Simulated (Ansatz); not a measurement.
# HfO2 (Fm-3m) in Ansatz: further runs, part 2 of 2

Ansatz 0.2.0. The steps go on from the part before.

## 3. Single point, PBE, 10.48 Å³/atom (volume scaled by 0.94)

input.yaml reads:

```yaml
crystal:
  lattice:
    - [0.0, 2.505291473, 2.505291473]
    - [2.505291473, 0.0, 2.505291473]
    - [2.505291473, 2.505291473, 0.0]
  atoms:
    - { symbol: Hf, position: [0.0, 0.0, 0.0] }
    - { symbol: O, position: [0.75, 0.75, 0.75] }
    - { symbol: O, position: [0.25, 0.25, 0.25] }
hamiltonian:
  xc: pbe
  pseudopotentials: { kind: paw }
kpoints:
  mp_grid: { grid: [9, 9, 9] }
scf:
  occupations: { method: fermi_dirac, width: 0.05 }
output:
  forces: true
  stress: true
  eigenvalues: true
```

Potentials or basis: Ansatz PAW.

Run with:

```sh
ansatz run input.yaml --threads 2 --pin off --max-ram 5632MiB --backend cpu --events-out ev --progress --plain --runs-dir out
```

The program printed:

```text
Warning: RAYON_NUM_THREADS=2 ignored (pool sized by the plan → 2); use --threads N
Engine: ansatz 0.2.0, aarch64-unknown-linux-gnu
Pseudopotentials: kind: paw
Pseudopotential: Hf, paw, valence charge 26, recommended cutoff 420 eV (normal), Hf.paw.azcp
Pseudopotential: O, paw, valence charge 6, recommended cutoff 420 eV (normal), O.paw.azcp
Functional definition: PBE
  parameter kappa = 0.804
  parameter beta = 0.06672455060314922
  exchange = pbe_x(kappa = kappa, mu = beta*pi^2/3)
  correlation = pbe_c(beta = beta)
Crystal: 3 atoms, lattice volume = 31.449 Å³
Basis set: ecut = 420 eV, 609 PW (Γ), exchange–correlation on 48×48×48 points (8 copies of the dense FFT grid, shifted against one another)
Bands: 23, of which v1, the nominal top of the filled ones, is band 19 counted from 1 (18 counted from 0)
Symmetry: 48 space group operations
Space group: Fm-3m (ITA 225), of the structure as read, at distance tolerance 3.2e-5 Å
k-points: 35 of 729
Non-local potential: Hf, projectors of the file, l = 0: 3, l = 1: 2, l = 2: 2, l = 3: 3
Non-local potential: O, projectors of the file, l = 0: 2, l = 1: 2, l = 2: 1
PAW form: soft (Blöchl's): semilocal exchange-correlation on the pseudo side does not see the compensation charge
PAW one-centre angular grid: Hf, 590 points (default); XC on 64 Gauss nodes
PAW one-centre angular grid: O, 110 points (default); XC on 64 Gauss nodes
Initial density: superposition of atomic densities (neutral atoms: chi_scale 0, normalization atom), corrected by the library's trained network
Initial wavefunctions: pseudopotential atomic-orbital guess
Functional: x = pbe(κ = 0.804, μ = 0.2195149727645171), c = pbe(β = 0.06672455060314922)
SCF iter   1: F=—  HF=-16861.338731 eV  |F-HF|=—  |Δ(HF+E_count)|=         —  Δρ=2.56e-3  dr2=1.40e-3  ethr=1.77e-3  ⟨swp⟩=4.6  Hψ=2958  notcnv=0
preconditioner: auto → none  [insulator: Δε(μ)=4.006 eV  Ē_g=18.454 eV  σ=0.050 eV  W_gap=1.00  n_scr=14 (ndim 8)  ℏωp=39.7 eV  f_vac=0.061  D(μ)=0.00/eV (n_scr^D=0)  ε∞_Penn≈5.6]
SCF iter   2: F=—  HF=-16861.339701 eV  |F-HF|=—  |Δ(HF+E_count)|=   9.70e-4  Δρ=1.84e-3  dr2=6.66e-4  ethr=3.67e-6  ⟨swp⟩=2.0  Hψ=1622  notcnv=0
SCF iter   3: F=—  HF=-16861.339690 eV  |F-HF|=—  |Δ(HF+E_count)|=   1.13e-5  Δρ=7.73e-4  dr2=7.77e-5  ethr=1.75e-6  ⟨swp⟩=2.0  Hψ=1262  notcnv=0
SCF iter   4: F=—  HF=-16861.339805 eV  |F-HF|=—  |Δ(HF+E_count)|=   1.16e-4  Δρ=9.89e-5  dr2=1.92e-6  ethr=2.05e-7  ⟨swp⟩=2.0  Hψ=1332  notcnv=0
SCF iter   5: F=—  HF=-16861.339806 eV  |F-HF|=—  |Δ(HF+E_count)|=   7.74e-7  Δρ=5.12e-5  dr2=5.08e-7  ethr=5.06e-9  ⟨swp⟩=2.0  Hψ=1445  notcnv=0
SCF iter   6: F=-16861.339806 eV  HF=-16861.339806 eV  |F-HF|=7.68e-9  |Δ(HF+E_count)|=   4.81e-8  Δρ=2.48e-5  dr2=8.90e-8  ethr=2.63e-10  ⟨swp⟩=3.5  Hψ=3313  notcnv=0
the search or the solves at the SCF's close seem to have found levels that the self-consistency loop had missed (the run counts 1). By its estimate they hold under 1e-12 electrons; where the run keeps them, the occupations were computed again with them
SCF 1 converged in 6 iterations: F = -16861.339806 eV  dr2 = 8.90e-8
SCF converged after 6 iterations
Free energy (F): -16861.339806 eV
Harris-Foulkes:  -16861.339806 eV  (|F-HF|=7.68e-9)
Internal energy: -16861.339806 eV  (E = F + TS)
E sigma→0 (E₀):  -16861.339806 eV
Fermi energy:    18.744250 eV
--- Per-component energies (eV) ---
  E_band       = 83.500002
  E_kinetic    = 775.752359
  E_local      = -5633.534890  (includes V_loc(G=0)·N_el)
  E_nonlocal   = -1146.718002
  E_hartree    = 2595.336092
  E_xc         = -448.915756
  E_vxc        = -456.393937  (∫ρ·V_xc dr)
  E_paw        = -7243.579795  (= ΣΔE_a)
  E_vpaw       = 1353.700825  (= ΣTr[D̂ρ^β])
  E_aug_tail   = 0.004923  (compensation charges beyond the density's cutoff)
  E_ewald      = -5759.684737
  E_smearing   = -0.000000  (= −TS)
  E_closure    = 0.000000  (closes the sum)
  Σ components = -16861.339806   (vs F -16861.339806, Δ=0.00e0)
--- Forces (eV/Å), atoms counted from 1 ---
  atom   1  Hf    -0.00000000     0.00000000    -0.00000000
  atom   2  O      0.00000000    -0.00000000    -0.00000000
  atom   3  O      0.00000000    -0.00000000    -0.00000000
  max |Σ_I F_I| component: 9.25e-18 eV/Å
--- Stress (GPa, compression-positive) ---
       14.149740      -0.000000       0.000000
        0.000000      14.149740       0.000000
        0.000000      -0.000000      14.149740
  P = ⅓ Tr σ = 14.1497 GPa (141.497 kbar)
--- Band table (eV; the first three rows and the last of 35) ---
  k-point 0: bands = ["-44.0775", "-12.6342", "-12.6342", "-12.6342", "-2.2126", "0.8028", "6.0501", "6.0501", "6.0501", "6.1253", "6.1253", "6.1253", "6.3513", "11.1689", "11.1689", "11.1689", "16.1575", "16.1575", "16.1575", "20.7504", "20.7504", "22.8509", "27.6687"]
  k-point 1: bands = ["-44.0754", "-12.7004", "-12.6412", "-12.6412", "-2.0319", "0.6782", "6.0531", "6.0531", "6.0534", "6.1198", "6.1198", "6.1255", "6.3067", "11.2981", "11.2981", "11.5423", "15.7837", "15.9125", "15.9125", "21.0041", "21.0041", "23.3462", "27.0470"]
  k-point 2: bands = ["-44.0703", "-12.8615", "-12.6589", "-12.6589", "-1.5855", "0.4071", "6.0598", "6.0598", "6.0643", "6.1080", "6.1080", "6.1258", "6.2229", "11.6282", "11.6282", "12.4396", "14.9791", "15.4286", "15.4286", "21.4438", "21.4438", "24.0374", "26.3396"]
  k-point 34: bands = ["-44.0548", "-13.0269", "-12.9468", "-12.7752", "-0.1706", "-0.1353", "6.0740", "6.0783", "6.0838", "6.0872", "6.0932", "6.1113", "6.1195", "11.2484", "11.7085", "13.8401", "14.2743", "15.3755", "16.4220", "21.6547", "22.1171", "24.1871", "24.3583"]
```

Wall time 1.7 s (2 threads of Arm Neoverse N1, shared host); peak memory 0.3 GiB.

What came out:

| Quantity | Value |
| --- | --- |
| Free energy | -16861.3398 eV |
| Pressure | 14.1 GPa |
| Band gap on the k mesh | 3.99 eV, indirect (least direct gap 4.11 eV) |

Caveat: odd divisions of the mesh miss points on the zone boundary, where band edges often lie, so the gap on the mesh can be too wide; the pressure holds a Pulay correction of +0.9 GPa for the finite cutoff; spin-orbit coupling is left out, which moves the levels of the heavy elements.

## 4. Single point, PBE, 10.71 Å³/atom (volume scaled by 0.96)

input.yaml: that of step 3 with these lines changed.

```diff
@@ -2,5 +2,5 @@
   lattice:
-    - [0.0, 2.505291473, 2.505291473]
-    - [2.505291473, 0.0, 2.505291473]
-    - [2.505291473, 2.505291473, 0.0]
+    - [0.0, 2.522934952, 2.522934952]
+    - [2.522934952, 0.0, 2.522934952]
+    - [2.522934952, 2.522934952, 0.0]
   atoms:
@@ -20 +20,5 @@
   eigenvalues: true
+  write_density: true
+  write_potential: true
+  elf: true
+  volumetric_format: npy
```

Run with:

```sh
ansatz run input.yaml --threads 2 --pin off --max-ram 5632MiB --backend cpu --events-out ev --progress --plain --runs-dir out
```

It took 1.8 s on 2 threads of Arm Neoverse N1, shared host; peak memory 0.3 GiB.

It converged, with:

* Free energy: -16861.3857 eV
* Pressure: 8.0 GPa
* Band gap on the k mesh: 3.94 eV, indirect (least direct gap 4.05 eV)

Caveat: odd divisions of the mesh miss points on the zone boundary, where band edges often lie, so the gap on the mesh can be too wide; the pressure holds a Pulay correction of +0.9 GPa for the finite cutoff; spin-orbit coupling is left out, which moves the levels of the heavy elements.

## 5. Single point, PBE, 10.93 Å³/atom (volume scaled by 0.98)

input.yaml: that of step 4 with these lines changed.

```diff
@@ -2,5 +2,5 @@
   lattice:
-    - [0.0, 2.522934952, 2.522934952]
-    - [2.522934952, 0.0, 2.522934952]
-    - [2.522934952, 2.522934952, 0.0]
+    - [0.0, 2.5403350533, 2.5403350533]
+    - [2.5403350533, 0.0, 2.5403350533]
+    - [2.5403350533, 2.5403350533, 0.0]
   atoms:
@@ -20,5 +20 @@
   eigenvalues: true
-  write_density: true
-  write_potential: true
-  elf: true
-  volumetric_format: npy
```

Run with:

```sh
ansatz run input.yaml --threads 2 --pin off --max-ram 5632MiB --backend cpu --events-out ev --progress --plain --runs-dir out
```

It took 1.4 s on 2 threads of Arm Neoverse N1, shared host; peak memory 0.3 GiB.

Results (log left out):

```
Free energy            : -16861.4075 eV
Pressure               : 2.5 GPa
Band gap on the k mesh : 3.88 eV, indirect (least direct gap 4.00 eV)
```

Caveat: odd divisions of the mesh miss points on the zone boundary, where band edges often lie, so the gap on the mesh can be too wide; the pressure holds a Pulay correction of +0.9 GPa for the finite cutoff; spin-orbit coupling is left out, which moves the levels of the heavy elements.

## 6. Single point, PBE, 11.15 Å³/atom

input.yaml: that of step 5 with these lines changed.

```diff
@@ -2,5 +2,5 @@
   lattice:
-    - [0.0, 2.5403350533, 2.5403350533]
-    - [2.5403350533, 0.0, 2.5403350533]
-    - [2.5403350533, 2.5403350533, 0.0]
+    - [0.0, 2.5575, 2.5575]
+    - [2.5575, 0.0, 2.5575]
+    - [2.5575, 2.5575, 0.0]
   atoms:
```

Potentials or basis: Ansatz PAW.

Run with:

```sh
ansatz run input.yaml --threads 2 --pin off --max-ram 5632MiB --backend cpu --events-out ev --progress --plain --runs-dir out
```

Wall time 1.4 s (2 threads of Arm Neoverse N1, shared host); peak memory 0.31 GiB.

It converged, with:

- Free energy: -16861.4075 eV
- Pressure: -2.5 GPa
- Band gap on the k mesh: 3.83 eV, indirect (least direct gap 3.94 eV)

Caveat: odd divisions of the mesh miss points on the zone boundary, where band edges often lie, so the gap on the mesh can be too wide; the pressure holds a Pulay correction of +0.9 GPa for the finite cutoff; spin-orbit coupling is left out, which moves the levels of the heavy elements.

## 7. Single point, PBE, 11.38 Å³/atom (volume scaled by 1.02)

input.yaml: that of step 6 with these lines changed.

```diff
@@ -2,5 +2,5 @@
   lattice:
-    - [0.0, 2.5575, 2.5575]
-    - [2.5575, 0.0, 2.5575]
-    - [2.5575, 2.5575, 0.0]
+    - [0.0, 2.5744375797, 2.5744375797]
+    - [2.5744375797, 0.0, 2.5744375797]
+    - [2.5744375797, 2.5744375797, 0.0]
   atoms:
```

Run with:

```sh
ansatz run input.yaml --threads 2 --pin off --max-ram 5632MiB --backend cpu --events-out ev --progress --plain --runs-dir out
```

Run time: 1.4 s. Hardware: 2 threads of Arm Neoverse N1, shared host; peak memory 0.3 GiB.

It converged, with:

```
Free energy            : -16861.3879 eV
Pressure               : -6.9 GPa
Band gap on the k mesh : 3.78 eV, indirect (least direct gap 3.89 eV)
```

Caveat: odd divisions of the mesh miss points on the zone boundary, where band edges often lie, so the gap on the mesh can be too wide; the pressure holds a Pulay correction of +0.8 GPa for the finite cutoff; spin-orbit coupling is left out, which moves the levels of the heavy elements.

## 8. Single point, PBE, 11.60 Å³/atom (volume scaled by 1.04)

input.yaml: that of step 7 with these lines changed.

```diff
@@ -2,5 +2,5 @@
   lattice:
-    - [0.0, 2.5744375797, 2.5744375797]
-    - [2.5744375797, 0.0, 2.5744375797]
-    - [2.5744375797, 2.5744375797, 0.0]
+    - [0.0, 2.5911551753, 2.5911551753]
+    - [2.5911551753, 0.0, 2.5911551753]
+    - [2.5911551753, 2.5911551753, 0.0]
   atoms:
```

Run with:

```sh
ansatz run input.yaml --threads 2 --pin off --max-ram 5632MiB --backend cpu --events-out ev --progress --plain --runs-dir out
```

Wall time 1.5 s (2 threads of Arm Neoverse N1, shared host); peak memory 0.31 GiB.

The run converged. Its results:

```yaml
Free_energy: -16861.3503 eV
Pressure: -11.0 GPa
Band_gap_on_the_k_mesh: 3.72 eV, indirect (least direct gap 3.83 eV)
```

Caveat: odd divisions of the mesh miss points on the zone boundary, where band edges often lie, so the gap on the mesh can be too wide; the pressure holds a Pulay correction of +0.8 GPa for the finite cutoff; spin-orbit coupling is left out, which moves the levels of the heavy elements.

## 9. Single point, PBE, 11.82 Å³/atom (volume scaled by 1.06)

input.yaml: that of step 8 with these lines changed.

```diff
@@ -2,5 +2,5 @@
   lattice:
-    - [0.0, 2.5911551753, 2.5911551753]
-    - [2.5911551753, 0.0, 2.5911551753]
-    - [2.5911551753, 2.5911551753, 0.0]
+    - [0.0, 2.6076597933, 2.6076597933]
+    - [2.6076597933, 0.0, 2.6076597933]
+    - [2.6076597933, 2.6076597933, 0.0]
   atoms:
```

Potentials or basis: Ansatz PAW.

Run with:

```sh
ansatz run input.yaml --threads 2 --pin off --max-ram 5632MiB --backend cpu --events-out ev --progress --plain --runs-dir out
```

Run time: 1.8 s. Hardware: 2 threads of Arm Neoverse N1, shared host; peak memory 0.31 GiB.

The run converged. Its results:

```yaml
Free_energy: -16861.2967 eV
Pressure: -14.6 GPa
Band_gap_on_the_k_mesh: 3.67 eV, indirect (least direct gap 3.78 eV)
```

Caveat: odd divisions of the mesh miss points on the zone boundary, where band edges often lie, so the gap on the mesh can be too wide; the pressure holds a Pulay correction of +0.8 GPa for the finite cutoff; spin-orbit coupling is left out, which moves the levels of the heavy elements.

## 10. Equation of state, PBE

No new run: the results of the series are fitted here.

Results:

```
Equilibrium volume                      : 11.04 Å³/atom
Bulk modulus                            : 245 GPa
Pressure derivative of the bulk modulus : 3.9
```

Energy against volume, from the lowest point:
```csv
volume (Å³/atom),energy (meV/atom)
10.483,22.58
10.706,7.29
10.929,0.01
11.152,0.00
11.375,6.54
11.598,19.08
11.821,36.96
```

The run has no spin-orbit coupling, so splittings on Hf are missing.
